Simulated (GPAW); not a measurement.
# CdS (Greenockite) (P6_3mc) in GPAW: notebook

The runs below take CdS (Greenockite) through single point, with PBE.

Program: GPAW 26.7.0. These are calculated values, not measurements. Logs are shortened: lines on timing, memory, paths and dates and some standing lists are left out, and cuts for length are marked. The log counts tension as positive stress, the text compression.

**What was measured.**

From “Isotope dependence of band-gap energy”, 2008, arxiv:0807.2152, for a bulk crystal of CdS: band gap 2.5809 ± 0.0002 eV.

The runs below are set against these values where they give the same quantity.

## Step 1: The crystal as given

Symmetry: P6_3mc, No. 186, hexagonal system. The conventional cell has a = 4.150 Å, b = 4.150 Å, c = 6.737 Å, α = 90.00°, β = 90.00°, γ = 120.00°. Cd (site symmetry 3m) has 4 S at 2.53 to 2.54 Å as nearest neighbours. S (site symmetry 3m) has 4 Cd at 2.53 to 2.54 Å as nearest neighbours.

## Step 2: Single point, PBE

CdS.cif reads:

```cif
data_CdS
_cell_length_a 4.15000000
_cell_length_b 4.15000000
_cell_length_c 6.73700000
_cell_angle_alpha 90.00000000
_cell_angle_beta 90.00000000
_cell_angle_gamma 120.00000000
_space_group_name_H-M_alt 'P1'
_space_group_name_Hall 'P 1'
_space_group_IT_number 1
loop_
_space_group_symop_operation_xyz
'x,y,z'
loop_
_atom_site_label
_atom_site_type_symbol
_atom_site_symmetry_multiplicity
_atom_site_Wyckoff_symbol
_atom_site_fract_x
_atom_site_fract_y
_atom_site_fract_z
_atom_site_occupancy
Cd1 Cd 1 a 0.6666666667 0.3333333333 0.5000000000 1
Cd2 Cd 1 a 0.3333333333 0.6666666667 0.0000000000 1
S1 S 1 a 0.6666666667 0.3333333333 0.8750000000 1
S2 S 1 a 0.3333333333 0.6666666667 0.3750000000 1
```

Potentials or basis: GPAW PAW data sets (gpaw-data 1.2.1), pw.

Started as:

```console
$ OMP_NUM_THREADS=1 gpaw run CdS.cif -p 'mode=PW(600),xc=PBE,kpts={size:(7,7,4),gamma:True},occupations={name:fermi-dirac,width:0.05},nbands=31,convergence={density:1e-05,energy:1e-05},maxiter=150,txt=gpaw.txt' --properties efs -w gs.gpw
```

Log:

```text
__  _  _
 | _ |_)|_||  |
 |__||  | ||/\| - 26.7.0

Input parameters:
  mode=PW(ecut=600.0),
  convergence={'density': 1e-05, 'energy': 1e-05},
  kpts=MonkhorstPack(size=[7, 7, 4], gamma=True),
  maxiter=150,
  nbands=31,
  occupations=Occupations(name='fermi-dirac', width=0.05),
  xc=XC(name='PBE')

Diagonalizing LCAO Hamiltonian
Converting LCAO to pw mode

            S

            Cd
        S

        Cd

Atoms  # Å, Bohr magnetons
|   | symbol |         x |        y |        z |    initial magnetic moments |
|---|--------|-----------|----------|----------|-----------------------------|
| 0 |     Cd |  2.075000 | 1.198002 | 3.368500 | ( 0.0000,  0.0000,  0.0000) |
| 1 |     Cd | -0.000000 | 2.396004 | 0.000000 | ( 0.0000,  0.0000,  0.0000) |
| 2 |      S |  2.075000 | 1.198002 | 5.894875 | ( 0.0000,  0.0000,  0.0000) |
| 3 |      S | -0.000000 | 2.396004 | 2.526375 | ( 0.0000,  0.0000,  0.0000) |

Unit cell  # Å
| periodic |         x |        y |        z |  lengths |     angles |
|----------|-----------|----------|----------|----------|------------|
|      yes |  4.150000 | 0.000000 | 0.000000 | 4.150000 |  90.000000 |
|      yes | -2.075000 | 3.594005 | 0.000000 | 4.150000 |  90.000000 |
|      yes |  0.000000 | 0.000000 | 6.737000 | 6.737000 | 120.000000 |

Number of symmetries: 6
Symmetry operations  # r_c * U_cc + t_c -> r_c
|   | kind |            matrix            |
|---|------|------------------------------|
| 0 |  σ   |  1, 1, 0,  0,-1, 0,  0, 0, 1 |
| 1 |  E   |  1, 0, 0,  0, 1, 0,  0, 0, 1 |
| 2 |  C3  |  0, 1, 0, -1,-1, 0,  0, 0, 1 |
| 3 |  σ   |  0,-1, 0, -1, 0, 0,  0, 0, 1 |
| 4 |  σ   | -1, 0, 0,  1, 1, 0,  0, 0, 1 |
| 5 |  C3  | -1,-1, 0,  1, 0, 0,  0, 0, 1 |

BZ-sampling:
  Number of BZ points: 196
  Number of IBZ points: 28

  Monkhorst-Pack size: [7, 7, 4]
  Monkhorst-Pack shift: [0.0, 0.0, 0.125]

K-points  # in reciprocal-cell coordinates
|     |                                coordinates |     weight |
|-----|--------------------------------------------|------------|
|   0 | (  0.00000000,   0.00000000,   0.00000000) | 0.00510204 |
|   1 | (  0.00000000,   0.00000000,   0.25000000) | 0.01020408 |
|   2 | (  0.00000000,   0.00000000,   0.50000000) | 0.00510204 |
|   3 | (  0.14285714,   0.00000000,  -0.25000000) | 0.03061224 |
|   4 | (  0.14285714,   0.00000000,   0.00000000) | 0.03061224 |
|   5 | (  0.14285714,   0.00000000,   0.25000000) | 0.03061224 |
|   6 | (  0.14285714,   0.00000000,   0.50000000) | 0.03061224 |
|   7 | (  0.28571429,  -0.14285714,   0.00000000) | 0.03061224 |
|   8 | (  0.28571429,  -0.14285714,   0.25000000) | 0.06122449 |
|   9 | (  0.28571429,  -0.14285714,   0.50000000) | 0.03061224 |
| ... |                                            |            |
|  27 | (  0.42857143,   0.42857143,   0.50000000) | 0.03061224 |

Plane wave coefficients: 3376
Cutoff: 600.0 eV

Spin-components: 1 (collinear spins)
Bands:           31
Projectors:      22
Spin-degeneracy: 2
Datatype:        complex128

Density:
  Valence electrons: 36.0
  Components: 1
  Grid points: [24 24 40]
  Charge: 0.0  # |e|

Potential:
  Grid points: [24 24 40]

species:
  Cd:
    name:    Cadmium
    Z:       48.0
    valence: 12
    core:    36
    charge:  0.0  # [|e|]
    compensation charges:
      type: gauss
      rc: 0.38  # [Å]
      lmax: 2
    cutoffs:
      filter: 2.12  # [Å]
      core: 2.62  # [Å]
    projectors
    | kind |    occ | energy [eV] | rcut [Å] |
    |------|--------|-------------|----------|
    |   5s |  2.000 |      -5.655 |    1.191 |
    |   5p |  0.000 |      -1.186 |    1.228 |
    |   4d | 10.000 |     -11.739 |    1.164 |
    |    s |        |      21.556 |    1.191 |
    |    p |        |      26.026 |    1.228 |
    |    d |        |      15.473 |    1.164 |

    Using partial waves for Cd as LCAO basis

  S:
    name:    Sulfur
    Z:       16.0
    valence: 6
    core:    10
    charge:  0.0  # [|e|]
    compensation charges:
      type: gauss
      rc: 0.24  # [Å]
      lmax: 2
    cutoffs:
      filter: 1.77  # [Å]
      core: 1.66  # [Å]
    projectors
    | kind |    occ | energy [eV] | rcut [Å] |
    |------|--------|-------------|----------|
    |   3s |  2.000 |     -17.254 |    0.974 |
    |   3p |  4.000 |      -7.008 |    0.979 |
    |    s |        |       9.957 |    0.974 |
    |    p |        |      20.203 |    0.979 |
    |    d |        |       0.000 |    0.900 |

    Using partial waves for S as LCAO basis

Reference energy: -326061.476468  # eV

eigensolver:
  PPCG
  Converge bands: occupied
  niter=2

density mixing:
  MSR1-Mixer
  Pratt-step length: 0.05
  Maximum mixing coefficient: 0.75
  Old densities: 10
  SVD Regularization: 0.005
  Good broyden scale: 1.0
  Trust region scale: 1.0
  Backstep threshold: 4.0
  History deletion threshold: 6.0
  Fourier metric: weight=20.0, sigma=0.015

occupation numbers:
  Fermi-Dirac:
    width: 0.0500  # eV

poisson solver:
  ecut: 4800.0  # eV

xc functional:
  name: PBE with 2 nearest neighbor stencil

convergence criteria:
- Maximum integral of absolute [dens]ity change: 1e-05 electrons / valence electron
- Maximum [total energy] change in last 3 cyles: 1e-05 eV / valence electron
- Maximum integral of absolute [eigenst]ate change: 4e-08 eV^2 / valence electron
maximum number of iterations: 150

SCF iterations
|iter     | |      energy | eigst |  dens |
|---------|-|-------------|-------|-------|
|iter:   1| |  -13.697171 | -0.40 |       |
|iter:   2| |  -13.471898 | -2.10 | -1.12 |
|iter:   3| |  -12.684048 | -1.37 | -1.16 |
|iter:   4| |  -12.679890 | -3.22 | -1.73 |
|iter:   5| |  -12.679115 | -3.62 | -2.16 |
|iter:   6| |  -12.679220 | -4.97 | -2.86 |
|iter:   7| |  -12.679234c| -6.24 | -3.48 |
|iter:   8| |  -12.679234c| -7.31 | -4.41 |
|iter:   9| |  -12.679233c| -7.55c| -4.68 |
|iter:  10| |  -12.679233c| -7.84c| -5.19c|

Converged in 10 steps
Energy contributions relative to reference atoms: (reference = -326061.476468)

Energy contributions:
  Kinetic:          37.011610
  Coulomb:         -33.548933
  Zero:              0.289945
  External:          0.000000
  Xc:              -16.431855
  Entropy:          -0.000000
  Spinorbit:         0.000000
  ----------------------------
  Free energy:     -12.679234
  Extrapolated:    -12.679233

dipole moment: (-0.000000, -0.000021, -18.993700)  # |e|*Ang

Fermi level: 4.082
Eigenvalues  # (at kpt = [0.000, 0.000, 0.000])
| band index |      eig [eV] | occ [0-2] |
|------------|---------------|-----------|
|          0 |        -8.851 |     2.000 |
|        ... |               |           |
|         10 |        -3.654 |     2.000 |
|         11 |        -3.320 |     2.000 |
|         12 |        -0.883 |     2.000 |
|         13 |         2.699 |     2.000 |
|         14 |         2.699 |     2.000 |
|         15 |         3.419 |     2.000 |
[... 8 lines left out ...]
|         24 |        10.993 |     0.000 |
|         25 |        11.129 |     0.000 |
|        ... |               |           |
|         30 |        14.988 |     0.000 |

Gap: 1.177 eV
Transition (v -> c):
  (s=0, k=0, n=17, [0.00, 0.00, 0.00]) -> (s=0, k=0, n=18, [0.00, 0.00, 0.00])
No difference between direct/indirect transitions

Forces  # eV/Ang
|       x |        y |        z |
|---------|----------|----------|
| 0.00000 |  0.00000 | -0.06686 |  # Cd   0
| 0.00000 |  0.00000 | -0.06740 |  # Cd   1
| 0.00000 | -0.00000 |  0.06680 |  # S    2
| 0.00000 |  0.00000 |  0.06744 |  # S    3

Stress tensor  # eV/Ang^3
|         x |         y |         z |
|-----------|-----------|-----------|
| -0.010039 |  0.000000 |  0.000000 |
|  0.000000 | -0.010039 | -0.000000 |
|  0.000000 | -0.000000 | -0.014059 |

# Writing to gs.gpw (mode='')
```

Run time: 44 s. Hardware: 1 thread of Arm Neoverse V2, shared host; peak memory 0.23 GiB.

What came out:

| Property | Result |
| --- | --- |
| Free energy | -12.6792 eV |
| Pressure | 1.8 GPa |
| Largest force | 0.067 eV/Å |
| Band gap on the k mesh | 1.18 eV, direct |

Forces on the atoms (eV/Å):
```
Cd   0.000  0.000 -0.067
Cd   0.000  0.000 -0.067
S    0.000  0.000  0.067
S    0.000  0.000  0.067
```

## Step 3: Single point, PBE

run.py reads:

```python
from ase.dft.bandgap import bandgap
from ase.io import read, write
from ase.units import GPa
from gpaw import GPAW, PW

atoms = read('POSCAR')

calc = GPAW(mode=PW(450),
            xc='PBE',
            kpts={'size': (6, 6, 3), 'gamma': True},
            occupations={'name': 'fermi-dirac', 'width': 0.05},
            setups={'S': 'v3'},
            nbands=-13,
            convergence={'density': 1e-05, 'energy': 1e-05},
            maxiter=80,
            txt='gpaw.txt')
atoms.calc = calc
energy = atoms.get_potential_energy()
forces = atoms.get_forces()
stress = atoms.get_stress()
calc.write('gs.gpw')
write('result.traj', atoms)
print(f'Energy: {energy:.6f} eV')
print('Forces (eV/A):')
print(forces.round(4))
print('Stress (GPa):', (stress / GPa).round(3))
print('Fermi level:', round(calc.get_fermi_level(), 4), 'eV')
print(f'Gap: {bandgap(calc)[0]:.4f} eV, direct: {bandgap(calc, direct=True)[0]:.4f} eV')
```

POSCAR reads:

```
CdS
1.0
    4.1500000000      0.0000000000      0.0000000000
   -2.0750000000      3.5940054257      0.0000000000
    0.0000000000      0.0000000000      6.7370000000
Cd S
2 2
Direct
    0.6666666667      0.3333333333      0.5000000000
    0.3333333333      0.6666666667      0.0000000000
    0.6666666667      0.3333333333      0.8750000000
    0.3333333333      0.6666666667      0.3750000000
```

Potentials or basis: GPAW PAW data sets (gpaw-data 1.2.1), newer versions, pw.

Started as:

```console
$ OMP_NUM_THREADS=1 python run.py
```

gpaw.txt:

```text
__  _  _
 | _ |_)|_||  |
 |__||  | ||/\| - 26.7.0

Input parameters:
  mode=PW(ecut=450.00000000000006),
  convergence={'density': 1e-05, 'energy': 1e-05},
  kpts=MonkhorstPack(size=(6, 6, 3), gamma=True),
  maxiter=80,
  nbands=-13,
  occupations=Occupations(name='fermi-dirac', width=0.05),
  setups={'S': 'v3'},
  xc=XC(name='PBE')

Diagonalizing LCAO Hamiltonian
Converting LCAO to pw mode

            S

            Cd
        S

        Cd

Atoms  # Å, Bohr magnetons
|   | symbol |         x |        y |        z |    initial magnetic moments |
|---|--------|-----------|----------|----------|-----------------------------|
| 0 |     Cd |  2.075000 | 1.198002 | 3.368500 | ( 0.0000,  0.0000,  0.0000) |
| 1 |     Cd | -0.000000 | 2.396004 | 0.000000 | ( 0.0000,  0.0000,  0.0000) |
| 2 |      S |  2.075000 | 1.198002 | 5.894875 | ( 0.0000,  0.0000,  0.0000) |
| 3 |      S | -0.000000 | 2.396004 | 2.526375 | ( 0.0000,  0.0000,  0.0000) |

Unit cell  # Å
| periodic |         x |        y |        z |  lengths |     angles |
|----------|-----------|----------|----------|----------|------------|
|      yes |  4.150000 | 0.000000 | 0.000000 | 4.150000 |  90.000000 |
|      yes | -2.075000 | 3.594005 | 0.000000 | 4.150000 |  90.000000 |
|      yes |  0.000000 | 0.000000 | 6.737000 | 6.737000 | 120.000000 |

Number of symmetries: 6
Symmetry operations  # r_c * U_cc + t_c -> r_c
|   | kind |            matrix            |
|---|------|------------------------------|
| 0 |  σ   |  1, 1, 0,  0,-1, 0,  0, 0, 1 |
| 1 |  E   |  1, 0, 0,  0, 1, 0,  0, 0, 1 |
| 2 |  C3  |  0, 1, 0, -1,-1, 0,  0, 0, 1 |
| 3 |  σ   |  0,-1, 0, -1, 0, 0,  0, 0, 1 |
| 4 |  σ   | -1, 0, 0,  1, 1, 0,  0, 0, 1 |
| 5 |  C3  | -1,-1, 0,  1, 0, 0,  0, 0, 1 |

BZ-sampling:
  Number of BZ points: 108
  Number of IBZ points: 17

  Monkhorst-Pack size: [6, 6, 3]
  Monkhorst-Pack shift: [0.08333333333333333, 0.08333333333333333, 0.0]

K-points  # in reciprocal-cell coordinates
|     |                                coordinates |     weight |
|-----|--------------------------------------------|------------|
|   0 | (  0.00000000,   0.00000000,   0.00000000) | 0.00925926 |
|   1 | (  0.00000000,   0.00000000,   0.33333333) | 0.01851852 |
|   2 | (  0.16666667,   0.00000000,  -0.33333333) | 0.05555556 |
|   3 | (  0.16666667,   0.00000000,   0.00000000) | 0.05555556 |
|   4 | (  0.16666667,   0.00000000,   0.33333333) | 0.05555556 |
|   5 | (  0.33333333,  -0.16666667,   0.00000000) | 0.05555556 |
|   6 | (  0.33333333,  -0.16666667,   0.33333333) | 0.11111111 |
|   7 | (  0.33333333,   0.00000000,  -0.33333333) | 0.05555556 |
|   8 | (  0.33333333,   0.00000000,   0.00000000) | 0.05555556 |
|   9 | (  0.33333333,   0.00000000,   0.33333333) | 0.05555556 |
| ... |                                            |            |
|  16 | (  0.50000000,   0.50000000,   0.33333333) | 0.05555556 |

Plane wave coefficients: 2190
Cutoff: 450.00000000000006 eV

Spin-components: 1 (collinear spins)
Bands:           31
Projectors:      22
Spin-degeneracy: 2
Datatype:        complex128

Density:
  Valence electrons: 36.0
  Components: 1
  Grid points: [21 21 35]
  Charge: 0.0  # |e|

Potential:
  Grid points: [21 21 35]

species:
  Cd:
    name:    Cadmium
    Z:       48.0
    valence: 12
    core:    36
    charge:  0.0  # [|e|]
    compensation charges:
      type: gauss
      rc: 0.38  # [Å]
      lmax: 2
    cutoffs:
      filter: 2.12  # [Å]
      core: 2.62  # [Å]
    projectors
    | kind |    occ | energy [eV] | rcut [Å] |
    |------|--------|-------------|----------|
    |   5s |  2.000 |      -5.655 |    1.191 |
    |   5p |  0.000 |      -1.186 |    1.228 |
    |   4d | 10.000 |     -11.739 |    1.164 |
    |    s |        |      21.556 |    1.191 |
    |    p |        |      26.026 |    1.228 |
    |    d |        |      15.473 |    1.164 |

    Using partial waves for Cd as LCAO basis

  S:
    name:    Sulfur
    Z:       16.0
    valence: 6
    core:    10
    charge:  0.0  # [|e|]
    compensation charges:
      type: gauss
      rc: 0.26  # [Å]
      lmax: 2
    cutoffs:
      filter: 2.13  # [Å]
      core: 1.67  # [Å]
    projectors
    | kind |    occ | energy [eV] | rcut [Å] |
    |------|--------|-------------|----------|
    |   3s |  2.000 |     -17.256 |    1.217 |
    |   3p |  4.000 |      -7.009 |    0.953 |
    |    s |        |       9.955 |    1.217 |
    |    p |        |      20.203 |    0.953 |
    |    d |        |       0.000 |    0.847 |

    Using partial waves for S as LCAO basis

Reference energy: -326063.279002  # eV

eigensolver:
  PPCG
  Converge bands: occupied
  niter=2

density mixing:
  MSR1-Mixer
  Pratt-step length: 0.05
  Maximum mixing coefficient: 0.75
  Old densities: 10
  SVD Regularization: 0.005
  Good broyden scale: 1.0
  Trust region scale: 1.0
  Backstep threshold: 4.0
  History deletion threshold: 6.0
  Fourier metric: weight=20.0, sigma=0.015

occupation numbers:
  Fermi-Dirac:
    width: 0.0500  # eV

poisson solver:
  ecut: 3600.0000000000005  # eV

xc functional:
  name: PBE with 2 nearest neighbor stencil

convergence criteria:
- Maximum integral of absolute [dens]ity change: 1e-05 electrons / valence electron
- Maximum [total energy] change in last 3 cyles: 1e-05 eV / valence electron
- Maximum integral of absolute [eigenst]ate change: 4e-08 eV^2 / valence electron
maximum number of iterations: 80

SCF iterations
|iter     | |      energy | eigst |  dens |
|---------|-|-------------|-------|-------|
|iter:   1| |  -13.579085 | -0.50 |       |
|iter:   2| |  -13.355701 | -1.96 | -1.12 |
|iter:   3| |  -12.560110 | -1.36 | -1.16 |
|iter:   4| |  -12.556373 | -3.18 | -1.72 |
|iter:   5| |  -12.555532 | -3.66 | -2.15 |
|iter:   6| |  -12.555608 | -4.98 | -2.92 |
|iter:   7| |  -12.555619c| -6.18 | -3.51 |
|iter:   8| |  -12.555619c| -7.21 | -4.32 |
|iter:   9| |  -12.555618c| -7.64c| -4.72 |
|iter:  10| |  -12.555618c| -7.96c| -5.23c|

Converged in 10 steps
Energy contributions relative to reference atoms: (reference = -326063.279002)

Energy contributions:
  Kinetic:          37.485878
  Coulomb:         -33.768223
  Zero:              0.167840
  External:          0.000000
  Xc:              -16.441114
  Entropy:          -0.000000
  Spinorbit:         0.000000
  ----------------------------
  Free energy:     -12.555619
  Extrapolated:    -12.555618

dipole moment: (-0.000011, -0.000015, -18.972736)  # |e|*Ang

Fermi level: 4.050
Eigenvalues  # (at kpt = [0.000, 0.000, 0.000])
| band index |      eig [eV] | occ [0-2] |
|------------|---------------|-----------|
|          0 |        -8.872 |     2.000 |
|        ... |               |           |
|         10 |        -3.682 |     2.000 |
|         11 |        -3.347 |     2.000 |
|         12 |        -0.911 |     2.000 |
|         13 |         2.671 |     2.000 |
|         14 |         2.671 |     2.000 |
|         15 |         3.392 |     2.000 |
[... 8 lines left out ...]
|         24 |        10.966 |     0.000 |
|         25 |        11.102 |     0.000 |
|        ... |               |           |
|         30 |        14.956 |     0.000 |

Gap: 1.179 eV
Transition (v -> c):
  (s=0, k=0, n=17, [0.00, 0.00, 0.00]) -> (s=0, k=0, n=18, [0.00, 0.00, 0.00])
No difference between direct/indirect transitions

Forces  # eV/Ang
|        x |       y |        z |
|----------|---------|----------|
| -0.00000 | 0.00000 | -0.06665 |  # Cd   0
|  0.00000 | 0.00000 | -0.06691 |  # Cd   1
| -0.00000 | 0.00000 |  0.06666 |  # S    2
|  0.00000 | 0.00000 |  0.06686 |  # S    3

Stress tensor  # eV/Ang^3
|         x |         y |         z |
|-----------|-----------|-----------|
| -0.005265 |  0.000000 |  0.000000 |
|  0.000000 | -0.005265 |  0.000000 |
|  0.000000 |  0.000000 | -0.009249 |

# Writing to gs.gpw (mode='')
```

It took 31 s on 1 thread of Intel Xeon Platinum 8259CL at 2.50GHz (Skylake/Cascade Lake), shared host; peak memory 0.18 GiB.

What came out:

| Property | Result |
| --- | --- |
| Free energy | -12.5556 eV |
| Pressure | 1.1 GPa |
| Largest force | 0.067 eV/Å |
| Band gap on the k mesh | 1.18 eV, direct |

Forces in eV/Å, atoms in the order of the input:
```
Cd   0.000  0.000 -0.067
Cd   0.000  0.000 -0.067
S    0.000  0.000  0.067
S    0.000  0.000  0.067
```

Caveat: the cutoff is short for stress and forces, so pressures can be off by a GPa or more.

## Step 4: Comparison with measurements

Step 2. Measured gap of CdS: 2.5809 eV (quoted in “Isotope dependence of band-gap energy”, 2008, arxiv:0807.2152). This calculation gives 1.18 eV (-1.40 eV). So large a miss can be the level of theory's own, or it may mean another phase, state or a wrong row. Spin-orbit coupling on Cd is left out. The value is that of PBE, without temperature or zero-point motion. Semilocal functionals fall short of measured gaps as a rule.

Step 3. Measured gap of CdS: 2.5809 eV (quoted in “Isotope dependence of band-gap energy”, 2008, arxiv:0807.2152). This calculation gives 1.18 eV (-1.40 eV). So large a miss can be the level of theory's own, or it may mean another phase, state or a wrong row. Spin-orbit coupling on Cd is left out. The value is that of PBE, without temperature or zero-point motion. Semilocal functionals fall short of measured gaps as a rule.
